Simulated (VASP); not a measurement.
# MgS (F-43m) in VASP: further runs

One crystal, MgS, is run at these levels: PBE; tasks: evGW0 quasiparticle levels, G0W0 quasiparticle levels.

Everything below comes from runs of VASP 6.6.1. Logs are shortened: lines on timing, memory, paths and dates and some standing lists are left out, and cuts for length are marked.

**1. Starting point**

It takes space group F-43m (No. 216, cubic). Conventional cell: a = 5.666 Å, b = 5.666 Å, c = 5.666 Å, α = 90.00°, β = 90.00°, γ = 90.00°. S (site symmetry -43m) has 4 Mg at 2.45 Å as nearest neighbours. Mg (site symmetry -43m) is surrounded by 4 S at 2.45 Å.

The cell comes from a database or a generator and needn't be the stable form of this composition.

**2. EvGW0 quasiparticle levels, PBE**

Input file POSCAR:

```
MgS
1.0
    0.0000000000      2.8331200468      2.8331200468
    2.8331200468      0.0000000000      2.8331200468
    2.8331200468      2.8331200468      0.0000000000
S Mg
1 1
Direct
    0.2500000000      0.2500000000      0.2500000000
    0.0000000000      0.0000000000      0.0000000000
```

Input file INCAR.step1:

```
SYSTEM = MgS
PREC = Accurate ; ENCUT = 450
EDIFF = 1E-8 ; ISMEAR = 0
SIGMA = 0.01 ; LREAL = .False.
LASPH = .True. ; NELM = 80
ALGO = Normal ; LWAVE = .True.
LCHARG = .False. ; GGA = PE
```

Input file INCAR.step2:

```
SYSTEM = MgS
PREC = Accurate ; ENCUT = 450
EDIFF = 1E-8 ; ISMEAR = 0
SIGMA = 0.01 ; LREAL = .False.
LASPH = .True. ; NELM = 1
ALGO = Exact ; LWAVE = .True.
LCHARG = .False. ; GGA = PE
NBANDS = 123 ; LOPTICS = .True.
ISTART = 1
```

Input file INCAR.step3:

```
SYSTEM = MgS
PREC = Accurate ; ENCUT = 450
EDIFF = 1E-8 ; ISMEAR = 0
SIGMA = 0.01 ; LREAL = .False.
LASPH = .True. ; ALGO = EVGW0
LWAVE = .False. ; LCHARG = .False.
GGA = PE ; NELMGW = 4
NBANDS = 123 ; ENCUTGW = 110
NOMEGA = 50 ; PRECFOCK = Fast
ISTART = 1 ; NBANDSGW = 12
```

Input file KPOINTS:

```
Automatic mesh
0
Gamma
  4 4 4
  0 0 0
```

Potentials or basis: VASP PAW PBE potentials, release 64 (S_GW, Mg_GW).

Launch:

```
cat potpaw_PBE.64/S_GW/POTCAR potpaw_PBE.64/Mg_GW/POTCAR > POTCAR
cp INCAR.step1 INCAR
mpirun -np 1 vasp_std > vasp.out
cp INCAR.step2 INCAR
mpirun -np 1 vasp_std > vasp.out
cp INCAR.step3 INCAR
mpirun -np 1 vasp_std > vasp.out
```

OUTCAR:

```text
SYSTEM = MgS
   PREC = Accurate
   ENCUT = 450
   EDIFF = 1E-8
   ISMEAR = 0
   LREAL = .False.
   LASPH = .True.
   GGA = PE
   NELMGW = 4
   ENCUTGW = 110
   PRECFOCK = Fast
   ISTART = 1

 ion  position               nearest neighbor table
   1  0.250  0.250  0.250-   2 2.45   2 2.45   2 2.45   2 2.45
   2  0.000  0.000  0.000-   1 2.45   1 2.45   1 2.45   1 2.45

  LATTYP: Found a face centered cubic cell.
 ALAT       =     5.6662400936

  Lattice vectors:

 A1 = (   0.0000000000,   2.8331200468,   2.8331200468)
 A2 = (   2.8331200468,   0.0000000000,   2.8331200468)
 A3 = (   2.8331200468,   2.8331200468,   0.0000000000)

Analysis of symmetry for initial positions (statically):
=====================================================================
 Subroutine PRICEL returns:
 Original cell was already a primitive cell.

 Routine SETGRP: Setting up the symmetry group for a
 face centered cubic supercell.

 Subroutine GETGRP returns: Found 24 space group operations
 (whereof 24 operations were pure point group operations)
 out of a pool of 48 trial point group operations.

The static configuration has the point symmetry T_d .

Analysis of symmetry for dynamics (positions and initial velocities):
=====================================================================
 Subroutine PRICEL returns:
 Original cell was already a primitive cell.

 Routine SETGRP: Setting up the symmetry group for a
 face centered cubic supercell.

 Subroutine GETGRP returns: Found 24 space group operations
 (whereof 24 operations were pure point group operations)
 out of a pool of 48 trial point group operations.

The dynamic configuration has the point symmetry T_d .

 Subroutine INISYM returns: Found 24 space group operations
 (whereof 24 operations are pure point group operations),
 and found     1 'primitive' translations

----------------------------------------------------------------------------------------

                                     Primitive cell

  volume of cell :      45.4805

  direct lattice vectors                    reciprocal lattice vectors
     0.000000000  2.833120047  2.833120047    -0.176483874  0.176483874  0.176483874
     2.833120047  0.000000000  2.833120047     0.176483874 -0.176483874  0.176483874
     2.833120047  2.833120047  0.000000000     0.176483874  0.176483874 -0.176483874

  length of vectors
     4.006636794  4.006636794  4.006636794     0.305679036  0.305679036  0.305679036

  position of ions in fractional coordinates (direct lattice)
     0.250000000  0.250000000  0.250000000
     0.000000000  0.000000000  0.000000000

  ion indices of the primitive-cell ions
   primitive index   ion index
                 1           1
                 2           2

----------------------------------------------------------------------------------------

 KPOINTS: Automatic mesh

Automatic generation of k-mesh.
 Grid dimensions read from file:
 generate k-points for:    4    4    4

 Generating k-lattice:

  Cartesian coordinates                     Fractional coordinates (reciprocal lattice)
    -0.044120968  0.044120968  0.044120968     0.250000000  0.000000000  0.000000000
     0.044120968 -0.044120968  0.044120968     0.000000000  0.250000000  0.000000000
     0.044120968  0.044120968 -0.044120968     0.000000000  0.000000000  0.250000000

  Length of vectors
     0.076419759  0.076419759  0.076419759

  Shift w.r.t. Gamma in fractional coordinates (k-lattice)
     0.000000000  0.000000000  0.000000000

 Subroutine IBZKPT returns following result:
 ===========================================

 Found      8 irreducible k-points:

 Following reciprocal coordinates:
            Coordinates               Weight
  0.000000  0.000000  0.000000      1.000000
  0.250000  0.000000  0.000000      8.000000
  0.500000  0.000000  0.000000      4.000000
  0.250000  0.250000  0.000000      6.000000
  0.500000  0.250000  0.000000     24.000000
 -0.250000  0.250000  0.000000     12.000000
  0.500000  0.500000  0.000000      3.000000
 -0.250000  0.500000  0.250000      6.000000
   k-points           NKPTS =      8   k-points in BZ     NKDIM =     64   number of bands    NBANDS=    123
   number of dos      NEDOS =    301   number of ions     NIONS =      2
   total plane-waves  NPLWV =  21952
   dimension x,y,z NGX =    28 NGY =   28 NGZ =   28
   dimension x,y,z NGXF=    56 NGYF=   56 NGZF=   56
   ions per type =               1   1
   NGX,Y,Z   is equivalent  to a cutoff of  11.62, 11.62, 11.62 a.u.
   NGXF,Y,Z  is equivalent  to a cutoff of  23.24, 23.24, 23.24 a.u.
 SYSTEM =  MgS
   PREC   = accura    normal or accurate (medium, high low for compatibility)
   ISTART =      1    job   : 0-new  1-cont  2-samecut
   ICHARG =      0    charge: 1-file 2-atom 10-const
   ISPIN  =      1    spin polarized calculation?
   LNONCOLLINEAR =      F non collinear calculations
   LSORBIT =      F    spin-orbit coupling
   LASPH  =      T    aspherical Exc in radial PAW
   ENCUT  =  450.0 eV  33.07 Ry    5.75 a.u.   6.93  6.93  6.93*2*pi/ulx,y,z
   NELM   =     60;   NELMIN=  2; NELMDL=  0     # of ELM steps
   EDIFF  = 0.1E-07   stopping-criterion for ELM
   LREAL  =      F    real-space projection
   EDIFFG = 0.1E-06   stopping-criterion for IOM
   NSW    =      0    number of steps for IOM
   IBRION =     -1    ionic relax: 0-MD 1-quasi-New 2-CG
   NFREE  =      0    steps in history (QN), initial steepest desc. (CG)
   ISIF   =      0    stress and relaxation
   ISYM   =      3    0-nonsym 1-usesym 2-fastsym
   POTIM  = 0.5000    time-step for ionic-motion
   TEBEG  =    0.0;   TEEND  =   0.0 temperature during run
   PSTRESS=    0.0 pullay stress
   NELECT =       8.0000    total number of electrons
   NUPDOWN=      -1.0000    fix difference up-down
   EMIN   =  10.00;   EMAX   =-10.00  energy-range for DOS
   EFERMI =   0.00;   METHOD = LEGACY
   ISMEAR =     0;   SIGMA  =   0.01  broadening in eV -4-tet -1-fermi 0-gaus
   EFERMI_NEDOS =   21; number of points for ismear=-14 and -15
   IALGO  =     38    algorithm
   IMIX   =      4    mixing-type and parameters
     AMIX     =   0.40;   BMIX     =  1.00
     AMIX_MAG =   1.60;   BMIX_MAG =  1.00
  volume/ion in A,a.u.               =      22.74       153.46
  Fermi-wavevector in a.u.,A,eV,Ry     =   0.917269  1.733386 11.447692  0.841382
  Thomas-Fermi vector in A             =   2.042218
   LORBIT       =      0    0 simple, 1 ext, 2 COOP (PROOUT), +10 PAW based schemes
   GGA     = PE    functional components
   LHFCALC =     T    Hartree Fock is set to
   PRECFOCK=fast      Normal, Fast or Accurate (Low or Medium for compatibility)
   ENCUT4O =  -1.0   cutoff for four orbital integrals eV
   NKREDX  =     1    reduce k-point grid by
   NKREDY  =     1    reduce k-point grid by
   NKREDZ  =     1    reduce k-point grid by
   AEXX    =    1.0000 exact exchange contribution
   HFSCREEN=    0.0000 screening length (either q_TF or 0.3 A-1)
   HFSCREENC=   0.0000 screening length for correlation (either q_TF or 0.3 A-1)
   ENCUTFOCK=  -1.0 apply spherical cutoff to Coloumb kernel
   IVDW    =     0    specifies the selected vdW correction
   LEPSILON=     F    determine dielectric tensor
   LRPA    =     F    only Hartree local field effects (RPA)
   LRPAFORCE           =     F    calculate RPA forces
   ENCUTGW             = 110.0    cutoff for response function in eV
   ENCUTGWSOFT         =  88.0    soft cutoff for Coulomb kernel in GW response function in eV
   ENCUTLF             =  -1.0    cutoff for local field effects
   NELMGW              =     4    number of iterations in solving QP/BSE equation
   NELMHF              =     1    number of iterations in the inner HF iteration
   NKREDLFX            =     1    NKREDLFY  =   1   NKREDLFZ  =   1
 non-spin polarized calculation
 Gauss-broadening in eV      SIGMA  =   0.01
  energy-cutoff  :      450.00
  volume of cell :       45.48
 maximum number of plane-waves:       992
  NGX = 16; NGY = 16; NGZ = 16
   NGX = 13   NGY = 13   NGZ = 13
 maximum number of plane-waves:       125
 NGX is ok and might be reduce to    14

 QP shifts <psi_nk| G(iteration)W_0 |psi_nk>: iteration 1
 for sc-GW calculations column KS-energies equals QP-energies in previous step
 and V_xc(KS)=  KS-energies - (<T + V_ion + V_H > + <T+V_H+V_ion>^1  + <V_x>^1)

 k-point   1 :       0.0000    0.0000    0.0000
  band No.  KS-energies  QP-energies   sigma(KS)   V_xc(KS)     V^pw_x(r,r')   Z            occupation Imag(sigma)

      1     -10.1908     -11.0026     -13.9790     -12.8418     -20.8990       0.7139       2.0000       1.3986
      2       1.0713      -0.0226     -14.3499     -12.9177     -16.1812       0.7638       2.0000       0.0755
      3       1.0713      -0.0226     -14.3499     -12.9177     -16.1812       0.7638       2.0000       0.0755
      4       1.0713      -0.0226     -14.3499     -12.9177     -16.1812       0.7638       2.0000       0.0755
      5       4.5116       5.0158      -7.6658      -8.2952      -4.3148       0.8010       0.0000      -0.0672
      6       8.9800       9.8153      -7.7283      -8.7927      -3.8156       0.7847       0.0000      -0.0864
      7       8.9800       9.8153      -7.7283      -8.7927      -3.8156       0.7847       0.0000      -0.0864
      8       8.9800       9.8153      -7.7283      -8.7927      -3.8156       0.7847       0.0000      -0.0864
      9      11.8274      12.7417      -8.2988      -9.4893      -3.9290       0.7681       0.0000      -0.1392
     10      11.8274      12.7417      -8.2988      -9.4893      -3.9290       0.7681       0.0000      -0.1392
     11      14.7665      15.0727      -6.2703      -6.6744      -1.4208       0.7579       0.0000      -0.3476
     12      14.9806      15.1830      -6.5808      -6.8476      -1.5555       0.7588       0.0000      -0.5257

 k-point   2 :       0.2500    0.0000    0.0000
  band No.  KS-energies  QP-energies   sigma(KS)   V_xc(KS)     V^pw_x(r,r')   Z            occupation Imag(sigma)

      1      -9.8786     -10.6144     -14.1651     -13.1057     -21.0378       0.6946       2.0000       1.2988
      2      -0.7773      -2.0129     -12.8491     -11.1993     -15.0007       0.7490       2.0000       0.0912
      3       0.8984      -0.2149     -14.2377     -12.7755     -16.1040       0.7613       2.0000       0.0760
      4       0.8984      -0.2149     -14.2377     -12.7755     -16.1040       0.7613       2.0000       0.0760
      5       6.0240       6.6240      -7.9864      -8.7413      -4.4758       0.7948       0.0000      -0.0708
      6       8.8336       9.5688      -8.2244      -9.1722      -4.2720       0.7757       0.0000      -0.0929
      7       9.1954       9.9869      -7.6440      -8.6566      -3.6813       0.7817       0.0000      -0.0917
      8       9.1954       9.9869      -7.6440      -8.6566      -3.6813       0.7817       0.0000      -0.0917
      9      11.4374      12.2268      -7.9486      -8.9804      -3.5950       0.7652       0.0000      -0.1413
     10      11.4374      12.2268      -7.9486      -8.9804      -3.5950       0.7652       0.0000      -0.1413
     11      13.3065      13.5069      -6.2967      -6.5597      -1.5751       0.7620       0.0000      -0.3250
     12      17.5277      18.0630      -7.1480      -7.8423      -1.8951       0.7711       0.0000      -0.6240
[... 458 lines left out ...]
      1     -10.2530     -10.2718     -14.6706       4.3892     -21.3771       0.6626       2.0000       0.9898
      2      -3.3614      -3.3724     -12.4207       9.0443     -15.0898       0.7315       2.0000       0.1271
      3      -1.4404      -1.4491     -13.5179      12.0659     -15.7062       0.7530       2.0000       0.0895
      4      -1.4404      -1.4491     -13.5179      12.0659     -15.7062       0.7530       2.0000       0.0895
      5       5.3860       5.3869      -6.6060      11.9931      -3.2856       0.8102       0.0000      -0.0698
      6       7.5077       7.5093      -7.3823      14.8920      -3.8380       0.8040       0.0000      -0.0718
      7      13.0821      13.0856      -9.2911      22.3780      -4.3421       0.7280       0.0000      -0.2212
      8      14.0419      14.0461      -7.9369      21.9845      -2.8044       0.7339       0.0000      -0.3139
      9      14.0419      14.0461      -7.9369      21.9845      -2.8044       0.7339       0.0000      -0.3139
     10      16.0306      16.0345      -9.8344      25.8703      -4.5228       0.7424       0.0000      -0.3706
     11      16.0306      16.0345      -9.8344      25.8703      -4.5228       0.7424       0.0000      -0.3706
     12      16.0517      16.0550      -9.7096      25.7658      -4.4925       0.7452       0.0000      -0.3820

 k-point   8 :      -0.2500    0.5000    0.2500
  band No. old QP-enery  QP-energies   sigma(KS)   T+V_ion+V_H  V^pw_x(r,r')   Z            occupation Imag(sigma)

      1     -10.2354     -10.2540     -14.6780       4.4148     -21.3911       0.6692       2.0000       0.9951
      2      -2.7734      -2.7836     -12.6654       9.8782     -15.1552       0.7413       2.0000       0.1122
      3      -2.3295      -2.3391     -12.8482      10.5058     -15.2028       0.7447       2.0000       0.1010
      4      -1.7421      -1.7510     -12.9410      11.1870     -15.0948       0.7532       2.0000       0.0890
      5       7.1414       7.1426      -7.6488      14.7917      -4.1150       0.7955       0.0000      -0.0760
      6      10.0942      10.0967      -8.9483      19.0457      -4.7981       0.7697       0.0000      -0.1013
      7      10.0089      10.0111      -8.0051      18.0167      -4.0959       0.7867       0.0000      -0.0902
      8      10.3438      10.3467      -7.3200      17.6675      -3.0865       0.7743       0.0000      -0.1175
      9      14.4515      14.4560      -8.0937      22.5513      -2.8350       0.7300       0.0000      -0.3382
     10      16.0385      16.0425      -9.9193      25.9632      -4.5572       0.7403       0.0000      -0.3764
     11      15.4401      15.4439      -8.0553      23.5005      -2.8777       0.7404       0.0000      -0.3951
     12      17.1161      17.1192      -9.2384      26.3586      -3.7886       0.7722       0.0000      -0.5567
```

It took 1.8 min on 1 thread of Intel Xeon 6975P-C (Granite Rapids), shared host; peak memory 0.35 GiB.

Results:

```yaml
Band_gap_on_the_k_mesh_mean-field_level: 3.44 eV, direct
Quasiparticle_gap: 5.36 eV
Least_direct_quasiparticle_gap: 5.36 eV
```

Quasiparticle gap after each update of the energies (eV): 5.04, 5.30, 5.35, 5.36

Caveat: the k mesh is coarse (spacing up to 0.48 Å⁻¹), so the values aren't converged; bands, screening cutoff and mesh are small and nothing is extrapolated, so the quasiparticle values aren't converged.

(Continued in part 2 of 2.)
